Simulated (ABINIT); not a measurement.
PbS (Galena):

```
Pb S
1.0
     0.00000    2.96575    2.96575
     2.96575    0.00000    2.96575
     2.96575    2.96575    0.00000
Pb S
1 1
Direct
  0.00000 0.00000 0.00000
  0.50000 0.50000 0.50000
```

Base run:

| Property | Result |
| --- | --- |
| Program | ABINIT 10.8.3 (patched build) |
| Functional | HLE16 |
| Potentials or basis | JTH PAW PBE v2.0 |
| Cutoff | 544 eV |
| k mesh | 8 × 8 × 8 |
| Occupations | fermi-dirac, width 0.05 eV |
| Spin | no spin polarisation |

Its results: band gap on the k mesh 1.61 eV, direct.

Problem. After a change of settings the same cell gave: band gap on the k mesh 0.45 eV, direct. Which change was it?
A. functional from HLE16 to LDA; potentials or basis from JTH PAW PBE v2.0 to PseudoDojo NC SR LDA v0.4 stringent; cutoff from 544 eV to 980 eV; valence electrons from 20 to 28
B. functional from HLE16 to SOGGA
C. functional from HLE16 to RPBE
D. functional from HLE16 to PBEsol; potentials or basis from JTH PAW PBE v2.0 to JTH PAW PBE v2.0 sp; valence electrons from 20 to 10

Solution. C.

Caveats: spin-orbit coupling is left out, which as a rule narrows the gap of such compounds by several tenths of an eV; the potentials were made for a functional far from this one (some runs).

Runs at the PBE level aren't shown here.
